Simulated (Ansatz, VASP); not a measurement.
## One calculation of PtSe2, two programs

File INCAR:

```
SYSTEM = PtSe2
  PREC = Accurate
  ENCUT = 600
  EDIFF = 1E-7
  ISMEAR = 0
  SIGMA = 0.1
  LREAL = .FALSE.
  LASPH = .TRUE.
  NELM = 100
  ALGO = Normal
  ISIF = 3
  LWAVE = .FALSE.
  LCHARG = .FALSE.
  GGA = PE
  IVDW = 12
  IBRION = 2
  NSW = 100
  EDIFFG = -0.01
```

KPOINTS

```
regular mesh
0
G
  15 15 10
  0 0 0
```

File POSCAR:

```
PtSe2
1.0
    3.7690977445      0.0000000029      0.0000000000
   -1.8845488748      3.2641343947      0.0000000000
    0.0000000000      0.0000000000      4.8339015680
Pt Se
1 2
Direct
    0.0000000000      0.0000000000      0.0000000000
    0.6666666667      0.3333333333      0.7347312198
    0.3333333333      0.6666666667      0.2652687802
```

Input for Ansatz:

```yaml
crystal:
  lattice:
    - [3.7690977445, 2.9e-09, 0.0]
    - [-1.8845488748, 3.2641343947, 0.0]
    - [0.0, 0.0, 4.833901568]
  atoms:
    - { symbol: Pt, position: [0.0, 0.0, 0.0] }
    - { symbol: Se, position: [0.6666666667, 0.3333333333, 0.7347312198] }
    - { symbol: Se, position: [0.3333333333, 0.6666666667, 0.2652687802] }
basis:
  ecutwfc: 420
kpoints:
  mp_grid: { grid: [15, 15, 10] }
hamiltonian:
  xc: pbe
  dispersion: d3bj
scf:
  occupations: { method: gaussian, width: 0.1 }
output:
  forces: true
  stress: true
  eigenvalues: true
relax:
  adjacent_minimum: "off"
  f_tol: 0.01
  max_steps: 80
  cell: { stress_tol: 0.05 }
```

Alike in both runs: task relaxation of cell and atoms; functional PBE; dispersion D3(BJ); k mesh 15 × 15 × 10; occupations gaussian, width 0.1 eV; no spin polarisation.

|  | VASP | Ansatz |
| --- | --- | --- |
| version | VASP 6.6.1 | Ansatz 0.2.0 |
| potentials or method | VASP PAW PBE potentials, release 64 (Pt, Se) | scalar-relativistic, plane waves, PAW |
| plane-wave cutoff (eV) | 600 | 420 |
| valence electrons in the cell | 22 | 50 |

Ansatz gave:

- gap on the k mesh at the Fermi level, each at its own relaxed structure (eV): none
- relaxed volume (Å³/atom): 19.81
- relaxed cell length with the largest relative difference (Å): 4.823

Question: Estimate VASP's values.

Answer: gap on the k mesh at the Fermi level, each at its own relaxed structure (eV): none; relaxed volume (Å³/atom): 19.80; relaxed cell length with the largest relative difference (Å): 4.820.

A gap of «none» marks a metal or a gap that the smearing closes. The two sets of potentials don't hold the same shells in valence.

Caveats: pairwise dispersion overbinds metals, which lowers pressure and volume. Spin-orbit coupling is left out, which matters for the levels of Pt.
